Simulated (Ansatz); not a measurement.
Rigid (001) slab of C, space group P6_3/mmc (No. 194):

```yaml
crystal:
  lattice:
    - [2.49881, 0.00000, 0.00000]
    - [-1.24941, 2.16404, 0.00000]
    - [0.00000, 0.00000, 21.68345]
  atoms:
    - { symbol: C, position: [0.66667, 0.33333, 0.39200] }
    - { symbol: C, position: [0.33333, 0.66667, 0.41611] }
    - { symbol: C, position: [0.33333, 0.66667, 0.48795] }
    - { symbol: C, position: [0.66667, 0.33333, 0.50321] }
    - { symbol: C, position: [0.66667, 0.33333, 0.64725] }
    - { symbol: C, position: [0.33333, 0.66667, 0.64745] }
```

Method: DFT PBEsol, scalar-relativistic, plane waves, PAW (Ansatz 0.2.0). Settings: cutoff 420 eV, Γ-centred mesh 12×12×1 on the computed 7-atom cell, Gaussian smearing of 0.05 eV; collinear spin from starting moments 0 0 0 0 0 0 1 μB. A dipole correction removes the field between periodic images along c.

An adatom of F is held over the places (i/4, j/4) of the 1×1 surface cell, counted from the highest atom (C), and only its height relaxes; one adatom per 5.4 Å². This grid misses the threefold hollows of the hexagonal cell, which often bind best.

Problem. What is the energy landscape, counted from the lowest point of this grid?

Solution. Energies in eV:

```
i j=0   j=1   j=2   j=3
0  0.00  0.05  0.25  0.05
1  0.05  0.05  0.04  0.04
2  0.25  0.10  0.25  0.04
3  0.05  0.10  0.10  0.05
```

Heights over the highest slab atom in Å:

```csv
i,j=0,j=1,j=2,j=3
0,1.69,1.68,1.71,1.68
1,1.68,1.68,1.70,1.70
2,1.71,2.62,1.71,1.70
3,1.68,2.62,2.62,1.68
```